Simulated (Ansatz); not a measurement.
**NMR crystallography of TiO2: given against relaxed positions**

Start: an entry of the Crystallography Open Database (COD).

Space group P4_2/mnm (No. 136); a = 4.5940, c = 2.9590 Å.

```
site  Wyckoff  site symmetry       x       y       z
  Ti       2a           m.mm  0.0000  0.0000  0.0000
   O       4f           m.2m  0.3060  0.3060  0.0000
```

One atom of each set is listed.

Level of theory: DFT, PBE, plane waves and PAW, scalar-relativistic, 420 eV cutoff, Γ-centred 7×7×10 k-points, Fermi–Dirac smearing 0.02 eV (Ansatz 0.2.0).

The largest force at the start is 0.23 eV/Å. Relaxing the ions at fixed cell moves them by 0.011 Å at most (atom 5, O) and 0.009 Å rms.

```
site  moved (Å)   first shell before    first shell after  V_zz before (10²¹ V/m²)  η before
  Ti      0.000   6 O at 1.94–1.99 Å   6 O at 1.95–1.98 Å                    -2.65      0.49
   O      0.011  3 Ti at 1.94–1.99 Å  3 Ti at 1.95–1.98 Å                     2.33      0.88
```

Task: What are V_zz and η after the relaxation?

Result: 

```tsv
site	V_zz after	η after	change of V_zz
Ti	-2.01	0.10	+0.64
O	2.40	1.00	+0.07
```

The largest change of V_zz is on Ti, from -2.65 to -2.01. In per cent, |V_zz| changes by -24 on Ti, +3 on O (all sites that start above 0.5). Where |V_zz| stays above 0.1, η moves most on Ti, from 0.49 to 0.10.

Before: At this cell the PBE pressure is 5 GPa, so with PBE the cell would grow if it were relaxed.
After: At this cell the principal stresses reach 5 GPa in size with PBE, which can matter for small gradients.
